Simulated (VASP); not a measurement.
Crystal: B.

```
B
1.0
     1.88524    0.00000    0.00000
     0.00000    1.88524    0.00000
     0.00000    0.00000    1.88524
B
1
Direct
  0.50000 0.50000 0.50000
```

The cell was built by a generator and needn't be a form met in nature.

```yaml
Program: VASP 6.6.1
Task: relaxation of cell and atoms
Functional: PBE
Dispersion: TS-HI
Potentials_or_basis: VASP PAW PBE potentials, release 64 (B)
Cutoff: 600 eV
k_mesh: 14 × 14 × 14
Occupations: fermi-dirac, width 0.05 eV
Spin: no spin polarisation
```

At the start: pressure -9.3 GPa; volume 6.70 Å³/atom.

Q: How do energy, volume and symmetry change on relaxing?

A: Over 4 steps the energy falls by 7.3 meV/atom and the volume is 6.45 Å³/atom (-3.8 %); space group Pm-3m (No. 221, to 0.05 Å).

Step by step:
| step | energy change (eV) | largest force (eV/Å) | pressure (GPa) | volume (Å³) |
| --- | --- | --- | --- | --- |
| 1 | 0.0000 | 0.0000 | -9.34 | 6.70 |
| 2 | -0.0054 | 0.0000 | 4.97 | 6.33 |
| 3 | -0.0073 | 0.0000 | -0.28 | 6.45 |
| 4 | -0.0073 | 0.0000 | -0.02 | 6.45 |

Final structure:
```cif
data_structure
_symmetry_space_group_name_H-M 'P 1'
_symmetry_Int_Tables_number 1
_cell_length_a 1.8611
_cell_length_b 1.8611
_cell_length_c 1.8611
_cell_angle_alpha 90.000
_cell_angle_beta 90.000
_cell_angle_gamma 90.000
_cell_volume 6.45
loop_
_atom_site_label
_atom_site_type_symbol
_atom_site_fract_x
_atom_site_fract_y
_atom_site_fract_z
_atom_site_occupancy
B1 B 0.50000 0.50000 0.50000 1
```

Caveat: pairwise dispersion overbinds metals, which lowers pressure and volume.
